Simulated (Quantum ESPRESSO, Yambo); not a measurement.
Planning a run of Yambo 5.3.0 on BP (F-43m). The input:

```
HF_and_locXC
gw0
dyson
ppa
em1d
rim_cut
RandQpts= 1000000
RandGvec= 1 RL
EXXRLvcs= 68 Ry
VXCRLvcs= 272 Ry
Chimod= "HARTREE"
% BndsRnXp
 1 | 116 |
%
NGsBlkXp= 17 Ry
% LongDrXp
 1 | 1 | 1 |
%
% GbndRnge
 1 | 116 |
%
DysSolver= "n"
ExtendOut
PPAPntXp= 27.21138 eV
% QPkrange
 1 | 1 | 3 | 6 |
 13 | 13 | 3 | 6 |
%
```

```sh
OMP_NUM_THREADS=1 mpirun -n 4 yambo -F gw11.in -J gw11 -C gw11 > gw11.log
```

The stored states that it reads are on a 6×6×6 mesh. The structure is cubic, space group F-43m (No. 216). The conventional cell has a = 4.538 Å, b = 4.538 Å, c = 4.538 Å, α = 90.00°, β = 90.00°, γ = 90.00°. Nearest to B lie 4 P at 1.97 Å. P has 4 B at 1.97 Å nearest. Farther neighbours are not listed.

**Question.** Estimate wall time and host memory on 4 MPI ranks of Arm Neoverse V1, shared host.

It took 2.2 min; on shared hardware allow 66 s to 4.4 min. Peak host memory was 1.4 GiB.

The screening grows as filled bands × empty bands × pairs of k points, times the square of the screening basis for the matrix.

[Paths, hosts, dates, memory and timing lines, banners, echoed tables and standing remarks are left out of the program output.]

[Logs are printed without paths, hosts, clocks, repeated set-up lines and the standing remarks that a program may print on its own settings, such as how far it seeks lower states.]

[Runs of the session that timed out or met a known fault of the program may be left out.]

[Hosts, paths, dates, database ids (printed as entryN), source tags and the programs' standing remarks are cut or masked in the printed files.]
